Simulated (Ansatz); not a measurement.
CsBr (started from an entry of an open crystallographic database), relaxed with r2SCAN, was run in Ansatz under altered settings. All numbers are computed, without spin polarisation but where a row says otherwise.

```xyz
2
Lattice="4.3196 0.0000 0.0000 0.0000 4.3196 0.0000 0.0000 0.0000 4.3196" Properties=species:S:1:pos:R:3 pbc="T T T"
Cs    0.0000    0.0000    0.0000
Br    2.1598    2.1598    2.1598
```

The base run's other keys:
```yaml
kpoints:
  mp_grid: { grid: [4, 4, 4] }
hamiltonian:
  xc: hse06
scf:
  occupations: { method: fixed }
  n_extra_bands: 4
```

It takes 11 iterations with 1575 plane waves at 420 eV and 10 k points, and leaves a mean stress of +0.39 GPa. The gap over this mesh is 5.611 eV.

Outcomes, with energy and stress as changes against the base:

| setting | outcome | ΔF (meV/atom) | Δ mean stress (GPa) | gap on the mesh (eV) | iterations |
| --- | --- | --- | --- | --- | --- |
| PBE hybrid, exx coeff 0.1, omega 0.1 1/Å | converged | – | +0.2 | 5.033 | 9 |
| PBE hybrid, exx coeff 0.5, omega 0.2078 1/Å | converged | – | -0.3 | 6.829 | 16 |
| PBE hybrid, exx coeff 0.15, omega 0.1 1/Å | converged | – | +0.1 | 5.336 | 10 |
| scf.exx.singularity: none | converged | -0.2 | 0.0 | 5.611 | 11 |

A dash marks a value that wasn't obtained or can't be compared. Stress is positive in compression.

- PBE hybrid, exx coeff 0.1, omega 0.1 1/Å. That is 10 % exact exchange, screened with ω = 0.1 1/Å, against HSE06's 25 % screened at 0.208 1/Å. The mean stress moves by +0.2 GPa and the gap on the mesh by -0.578 eV (to 5.033). Totals of different functionals aren't comparable. The program warns that on this mesh the truncation of the exchange isn't bounded, so part of the change can be an error of the mesh.
- PBE hybrid, exx coeff 0.5, omega 0.2078 1/Å. That is 50 % exact exchange, screened with ω = 0.2078 1/Å, against HSE06's 25 % screened at 0.208 1/Å. The mean stress moves by -0.3 GPa and the gap on the mesh by +1.218 eV (to 6.829). Totals of different functionals aren't comparable.
- PBE hybrid, exx coeff 0.15, omega 0.1 1/Å. That is 15 % exact exchange, screened with ω = 0.1 1/Å, against HSE06's 25 % screened at 0.208 1/Å. The mean stress moves by +0.1 GPa and the gap on the mesh by -0.275 eV (to 5.336). Totals of different functionals aren't comparable. The program warns that on this mesh the truncation of the exchange isn't bounded, so part of the change can be an error of the mesh.

Within 1 meV an atom, 0.1 GPa and 0.005 eV of the base stay: scf.exx.singularity: none.

The runs are scalar-relativistic, without spin-orbit coupling.

The program warns that its thresholds are loose for a hybrid's stress.

The meshes of the hybrids are coarse, so their gaps aren't converged to the digits shown.
